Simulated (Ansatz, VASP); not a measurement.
## One calculation of B, two programs

Contents of INCAR:

```
SYSTEM = B
PREC     = Accurate       ! precision mode
ENCUT    = 520            ! plane-wave cutoff, eV
EDIFF    = 1E-6           ! SCF threshold, eV
ISMEAR   = -1             ! smearing method
SIGMA    = 0.1            ! smearing width, eV
LREAL    = .FALSE.        ! projectors in reciprocal space
LASPH    = .TRUE.         ! aspherical terms in the spheres
NELM     = 100            ! most SCF steps
ALGO     = Normal         ! electronic algorithm
ISIF     = 2              ! what is computed and relaxed
LWAVE    = .FALSE.        ! write WAVECAR
LCHARG   = .TRUE.         ! write CHGCAR
LELF     = .TRUE.         ! ELF
LVHAR    = .TRUE.       
NBANDS   = 8              ! bands
```

Contents of KPOINTS:

```
Automatic mesh
0
G
  22 22 22
  0 0 0
```

Contents of POSCAR:

```
B
1.0
   -1.1555743418      1.1555743418      1.1555743418
    1.1555743418     -1.1555743418      1.1555743418
    1.1555743418      1.1555743418     -1.1555743418
B
1
Direct
    0.0000000000      0.0000000000      0.0000000000
```

Input for Ansatz:

```yaml
crystal:
  lattice:
    - [-1.1555743418, 1.1555743418, 1.1555743418]
    - [1.1555743418, -1.1555743418, 1.1555743418]
    - [1.1555743418, 1.1555743418, -1.1555743418]
  atoms:
    - { symbol: B, position: [0.0, 0.0, 0.0] }
hamiltonian:
  xc: lda
  pseudopotentials:
    kind: paw
    azcp:
      B: "pseudopotentials/B.paw.azcp"
basis:
  ecutwfc: 420
  fft_grid_basis: typed
kpoints:
  mp_grid: { grid: [22, 22, 22], shift: [0, 0, 0] }
magnetization:
  spin_polarized: false
scf:
  occupations: { method: fermi_dirac, width: 0.1 }
  lower_state_search: "off"
output:
  stress: true
  write_density: true
  write_potential: true
  elf: true
  volumetric_format: npy
```

Alike in both runs: task single point; functional LDA; k mesh 22 × 22 × 22; occupations fermi-dirac, width 0.1 eV; no spin polarisation.

```csv
,VASP,Ansatz
version,VASP 6.6.1,Ansatz 0.2.0
potentials or method,"VASP PAW LDA potentials, release 64 (B)","plane waves (420 eV) with PAW, scalar-relativistic"
plane-wave cutoff (eV),520,420
valence electrons in the cell,3,3
```

|  | VASP | Ansatz | Ansatz less VASP |
| --- | --- | --- | --- |
| pressure (GPa) | -8.8 | -9.1 | -0.24 |

Ansatz warned: «pseudo_functional_mismatch».
